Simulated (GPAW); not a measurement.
Crystal: Zn.

```
Zn
1.0
     0.00000    1.96478    1.96478
     1.96478    0.00000    1.96478
     1.96478    1.96478    0.00000
Zn
1
Direct
  0.00000 0.00000 0.00000
```

This isn't the form of Zn at room conditions, which is hcp.

| Quantity | Value |
| --- | --- |
| Program | GPAW 26.7.0 |
| Task | relaxation of cell and atoms |
| Functional | PBEsol |
| Potentials or basis | PAW data sets generated in the run's folder for this functional |
| Cutoff | 600 eV |
| Basis | pw |
| k mesh | 12 × 12 × 12 |
| Occupations | fermi-dirac, width 0.05 eV |
| Spin | no spin polarisation |

At the start: pressure -5.4 GPa; volume 15.17 Å³/atom.

**Question.** Where does the relaxation end?

**Answer.** Over 4 steps the energy falls by 20.2 meV/atom and the volume is 14.08 Å³/atom (-7.2 %); space group Fm-3m (No. 225, to 0.05 Å).

The path:
```csv
step,energy change (eV),largest force (eV/Å),pressure (GPa),volume (Å³)
1,0.0000,0.0000,-5.39,15.17
2,-0.0098,0.0000,-4.05,14.84
3,-0.0200,0.0000,0.65,13.97
4,-0.0202,0.0000,-0.06,14.08
```

Final structure:
```
CELL_PARAMETERS angstrom
0.00000 1.91649 1.91649
1.91649 0.00000 1.91649
1.91649 1.91649 0.00000
ATOMIC_POSITIONS crystal
Zn 0.00000 0.00000 0.00000
```

Caveat: later steps reuse the first step's grids.
